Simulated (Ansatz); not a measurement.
PbS, DFT, PBE, all-electron LAPW, scalar-relativistic (Ansatz 0.2.0), run on 1 thread of Arm Neoverse V2 on a shared host.

The cell is COD entry 9000001, as deposited and not checked against the literature; nothing was relaxed. The listed cell was then made from it by scaling, straining or moving an atom.

Command: `ansatz run input.yaml --threads 1 --pin off --max-ram 3072MiB --backend cpu --events-out ev --progress --plain --runs-dir out`

```yaml
crystal:
  lattice:
    - [0.0, 2.93535, 2.965]
    - [2.93535, 0.0, 2.965]
    - [2.93535, 2.93535, 0.0]
  atoms:
    - { symbol: Pb, position: [0.0, 0.0, 0.0] }
    - { symbol: S, position: [0.5, 0.5, 0.5] }
kpoints:
  mp_grid: { grid: [8, 8, 8] }
  band_path:
    path:
      - [0.0, 0.0, 0.0]
      - [0.0, 0.5, 0.5]
      - [0.25, 0.75, 0.5]
      - [0.0, 0.5, 0.0]
      - [0.0, 0.0, 0.0]
      - [0.5, 0.5, 0.0]
      - [0.3725125, 0.6274875, 0.0]
      - [-0.3725125, 0.3725125, 0.0]
      - [0.0, 0.0, 0.0]
    npoints: 5
scf:
  occupations: { method: fermi_dirac, width: 0.01 }
hamiltonian:
  xc: pbe
  pseudopotentials: { kind: all_electron, lapw: { basis_error: 0.0005 } }
output:
  forces: true
  stress: true
  eigenvalues: true
```

(1) How large is the problem that the program sets up?

(2) Estimate the wall time and the peak memory.

## Answers

(1) 59 irreducible k-points, 331 plane waves at Γ, 30 bands.

(2) 15 s of wall time for 7 SCF iterations, with a peak of 0.36 GiB. Times on shared machines scatter by tens of per cent.
